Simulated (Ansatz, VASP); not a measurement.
# Two plane-wave programs on AlAs2

```xyz
3
Lattice="1.7758 1.0252 5.3633 -1.7758 1.0252 5.3633 0.0000 -2.0505 5.3633" Properties=species:S:1:pos:R:3 pbc="T T T"
Al    0.0000    0.0000    0.0000
As    0.0000    0.0000   12.0675
As    0.0000    0.0000    4.0225
```

Alike in both runs: task relaxation of cell and atoms; functional PBE; k mesh 6 × 6 × 6; occupations gaussian, width 0.1 eV; no spin polarisation.

|  | VASP | Ansatz |
| --- | --- | --- |
| version | VASP 6.6.1 | Ansatz 0.2.0 |
| potentials or method | VASP PAW PBE potentials, release 64 (Al, As) | scalar-relativistic, plane waves, PAW |
| plane-wave cutoff (eV) | 600 | 420 |
| valence electrons in the cell | 13 | 33 |

```tsv
	VASP	Ansatz	Ansatz less VASP
gap on the k mesh at the Fermi level, each at its own relaxed structure (eV)	none	none	-
relaxed volume (Å³/atom)	20.16	20.16	+0.003
relaxed cell length with the largest relative difference (Å)	5.251	5.252	+0.0014
energy change over the relaxation (meV/atom)	-243	-240	+3.1
```

A gap of «none» marks a metal or a gap that the smearing closes. The two sets of potentials don't hold the same shells in valence.
